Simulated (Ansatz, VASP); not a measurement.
**One calculation of ZnH2, two programs**

```
CELL_PARAMETERS angstrom
2.67217 0.00000 0.00000
-1.33608 2.31417 0.00000
0.00000 0.00000 8.24825
ATOMIC_POSITIONS crystal
Zn 0.33333 0.66667 0.25000
Zn 0.66667 0.33333 0.75000
H 0.33333 0.66667 0.60537
H 0.66667 0.33333 0.10537
H 0.33333 0.66667 0.89463
H 0.66667 0.33333 0.39463
```

Change from the starting cell: species swapped into the ReB2 type (P6_3/mmc, No. 194).

Alike in both runs: functional PBE; k mesh 6 × 6 × 4; occupations gaussian, width 0.1 eV; no spin polarisation.

Ansatz relaxed the structure, and its values are those at the end. VASP's run is a single point on that final structure, the one shown.

|  | VASP | Ansatz |
| --- | --- | --- |
| version | VASP 6.6.1 | Ansatz 0.2.0 |
| potentials or method | VASP PAW PBE potentials, release 64 (Zn, H) | scalar-relativistic, plane waves, PAW |
| plane-wave cutoff (eV) | 520 | 420 |
| valence electrons in the cell | 28 | 28 |

|  | VASP | Ansatz | Ansatz less VASP |
| --- | --- | --- | --- |
| gap on the k mesh at the Fermi level (eV) | none | none | - |
| pressure (GPa) | 0.1 | 0.0 | -0.10 |
| rms of the force components (eV/Å) | 0.003 | 0.003 | -0.0005 |

A gap of «none» marks a metal or a gap that the smearing closes. The functional is the same, so the differences come from potentials, cutoffs and numerics.

Caveats: the k mesh is coarse (spacing up to 0.45 Å⁻¹), so the values aren't converged.
